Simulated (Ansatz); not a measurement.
# Si63S (S donor in Si, 64 sites): the cost of one run

Computed with Ansatz 0.2.0 (DFT PBE, scalar-relativistic, plane waves, PAW, and further levels as typed in the inputs, unless a step's input says otherwise).

## (1) The starting structure

It takes space group P-43m (No. 215, cubic). The conventional cell has a = 10.862 Å, b = 10.862 Å, c = 10.862 Å, α = 90.00°, β = 90.00°, γ = 90.00°. S (site symmetry -43m) has 4 Si at 2.35 Å as nearest neighbours. Si (site symmetry m) has 4 Si at 2.35 Å as nearest neighbours. Si (site symmetry 3m) is surrounded by 1 S at 2.35 Å and 3 Si at 2.35 Å. Around Si (site symmetry -42m) lie 4 Si at 2.35 Å. Si (site symmetry 3m) is surrounded by 4 Si at 2.35 Å. Only part of the 10 independent sites is listed.

Coordinates:

```xyz
64
Lattice="10.8620 0.0000 0.0000 0.0000 10.8620 0.0000 0.0000 0.0000 10.8620" Properties=species:S:1:pos:R:3 pbc="T T T"
S     0.0000    0.0000    0.0000
Si    0.0000    2.7155    2.7155
Si    2.7155    0.0000    2.7155
Si    2.7155    2.7155    0.0000
Si    1.3578    1.3578    1.3578
Si    1.3578    4.0732    4.0732
Si    4.0732    1.3578    4.0732
Si    4.0732    4.0732    1.3578
Si    0.0000    0.0000    5.4310
Si    0.0000    2.7155    8.1465
Si    2.7155    0.0000    8.1465
Si    2.7155    2.7155    5.4310
Si    1.3578    1.3578    6.7888
Si    1.3578    4.0732    9.5043
Si    4.0732    1.3578    9.5043
Si    4.0732    4.0732    6.7888
Si    0.0000    5.4310    0.0000
Si    0.0000    8.1465    2.7155
Si    2.7155    5.4310    2.7155
Si    2.7155    8.1465    0.0000
Si    1.3578    6.7888    1.3578
Si    1.3578    9.5043    4.0732
Si    4.0732    6.7888    4.0732
Si    4.0732    9.5043    1.3578
Si    0.0000    5.4310    5.4310
Si    0.0000    8.1465    8.1465
Si    2.7155    5.4310    8.1465
Si    2.7155    8.1465    5.4310
Si    1.3578    6.7888    6.7888
Si    1.3578    9.5043    9.5043
Si    4.0732    6.7888    9.5043
Si    4.0732    9.5043    6.7888
Si    5.4310    0.0000    0.0000
Si    5.4310    2.7155    2.7155
Si    8.1465    0.0000    2.7155
Si    8.1465    2.7155    0.0000
Si    6.7888    1.3578    1.3578
Si    6.7888    4.0732    4.0732
Si    9.5043    1.3578    4.0732
Si    9.5043    4.0732    1.3578
Si    5.4310    0.0000    5.4310
Si    5.4310    2.7155    8.1465
Si    8.1465    0.0000    8.1465
Si    8.1465    2.7155    5.4310
Si    6.7888    1.3578    6.7888
Si    6.7888    4.0732    9.5043
Si    9.5043    1.3578    9.5043
Si    9.5043    4.0732    6.7888
Si    5.4310    5.4310    0.0000
Si    5.4310    8.1465    2.7155
Si    8.1465    5.4310    2.7155
Si    8.1465    8.1465    0.0000
Si    6.7888    6.7888    1.3578
Si    6.7888    9.5043    4.0732
Si    9.5043    6.7888    4.0732
Si    9.5043    9.5043    1.3578
Si    5.4310    5.4310    5.4310
Si    5.4310    8.1465    8.1465
Si    8.1465    5.4310    8.1465
Si    8.1465    8.1465    5.4310
Si    6.7888    6.7888    6.7888
Si    6.7888    9.5043    9.5043
Si    9.5043    6.7888    9.5043
Si    9.5043    9.5043    6.7888
```

## (2) Relaxing the atoms: Si63S defect cell, no spin

File input.yaml:

```yaml
crystal:
  lattice:
    - [10.862, 0.0, 0.0]
    - [0.0, 10.862, 0.0]
    - [0.0, 0.0, 10.862]
  atoms:
    - { symbol: S, position: [0.0, 0.0, 0.0] }
    - { symbol: Si, position: [0.0, 0.25, 0.25] }
    - { symbol: Si, position: [0.25, 0.0, 0.25] }
    - { symbol: Si, position: [0.25, 0.25, 0.0] }
    - { symbol: Si, position: [0.125, 0.125, 0.125] }
    - { symbol: Si, position: [0.125, 0.375, 0.375] }
    - { symbol: Si, position: [0.375, 0.125, 0.375] }
    - { symbol: Si, position: [0.375, 0.375, 0.125] }
    - { symbol: Si, position: [0.0, 0.0, 0.5] }
    - { symbol: Si, position: [0.0, 0.25, 0.75] }
    - { symbol: Si, position: [0.25, 0.0, 0.75] }
    - { symbol: Si, position: [0.25, 0.25, 0.5] }
    - { symbol: Si, position: [0.125, 0.125, 0.625] }
    - { symbol: Si, position: [0.125, 0.375, 0.875] }
    - { symbol: Si, position: [0.375, 0.125, 0.875] }
    - { symbol: Si, position: [0.375, 0.375, 0.625] }
    - { symbol: Si, position: [0.0, 0.5, 0.0] }
    - { symbol: Si, position: [0.0, 0.75, 0.25] }
    - { symbol: Si, position: [0.25, 0.5, 0.25] }
    - { symbol: Si, position: [0.25, 0.75, 0.0] }
    - { symbol: Si, position: [0.125, 0.625, 0.125] }
    - { symbol: Si, position: [0.125, 0.875, 0.375] }
    - { symbol: Si, position: [0.375, 0.625, 0.375] }
    - { symbol: Si, position: [0.375, 0.875, 0.125] }
    - { symbol: Si, position: [0.0, 0.5, 0.5] }
    - { symbol: Si, position: [0.0, 0.75, 0.75] }
    - { symbol: Si, position: [0.25, 0.5, 0.75] }
    - { symbol: Si, position: [0.25, 0.75, 0.5] }
    - { symbol: Si, position: [0.125, 0.625, 0.625] }
    - { symbol: Si, position: [0.125, 0.875, 0.875] }
    - { symbol: Si, position: [0.375, 0.625, 0.875] }
    - { symbol: Si, position: [0.375, 0.875, 0.625] }
    - { symbol: Si, position: [0.5, 0.0, 0.0] }
    - { symbol: Si, position: [0.5, 0.25, 0.25] }
    - { symbol: Si, position: [0.75, 0.0, 0.25] }
    - { symbol: Si, position: [0.75, 0.25, 0.0] }
    - { symbol: Si, position: [0.625, 0.125, 0.125] }
    - { symbol: Si, position: [0.625, 0.375, 0.375] }
    - { symbol: Si, position: [0.875, 0.125, 0.375] }
    - { symbol: Si, position: [0.875, 0.375, 0.125] }
    - { symbol: Si, position: [0.5, 0.0, 0.5] }
    - { symbol: Si, position: [0.5, 0.25, 0.75] }
    - { symbol: Si, position: [0.75, 0.0, 0.75] }
    - { symbol: Si, position: [0.75, 0.25, 0.5] }
    - { symbol: Si, position: [0.625, 0.125, 0.625] }
    - { symbol: Si, position: [0.625, 0.375, 0.875] }
    - { symbol: Si, position: [0.875, 0.125, 0.875] }
    - { symbol: Si, position: [0.875, 0.375, 0.625] }
    - { symbol: Si, position: [0.5, 0.5, 0.0] }
    - { symbol: Si, position: [0.5, 0.75, 0.25] }
    - { symbol: Si, position: [0.75, 0.5, 0.25] }
    - { symbol: Si, position: [0.75, 0.75, 0.0] }
    - { symbol: Si, position: [0.625, 0.625, 0.125] }
    - { symbol: Si, position: [0.625, 0.875, 0.375] }
    - { symbol: Si, position: [0.875, 0.625, 0.375] }
    - { symbol: Si, position: [0.875, 0.875, 0.125] }
    - { symbol: Si, position: [0.5, 0.5, 0.5] }
    - { symbol: Si, position: [0.5, 0.75, 0.75] }
    - { symbol: Si, position: [0.75, 0.5, 0.75] }
    - { symbol: Si, position: [0.75, 0.75, 0.5] }
    - { symbol: Si, position: [0.625, 0.625, 0.625] }
    - { symbol: Si, position: [0.625, 0.875, 0.875] }
    - { symbol: Si, position: [0.875, 0.625, 0.875] }
    - { symbol: Si, position: [0.875, 0.875, 0.625] }
scf:
  occupations: { method: fixed }
output:
  forces: true
  stress: false
  eigenvalues: true
  efg: {}
kpoints:
  mp_grid: { grid: [2, 2, 2], shift: [0.5, 0.5, 0.5] }
hamiltonian:
  xc: pbe
relax:
  f_tol: 0.01
  max_steps: 60
```

Run with:

```
> ansatz run input.yaml --threads 8 --pin off --max-ram 24576MiB --backend cpu --events-out ev --progress --plain --runs-dir out
```

What time and memory should one allow on 8 threads of AMD EPYC (Zen 3), shared host?

About 68 s, with a peak of 1.7 GiB.
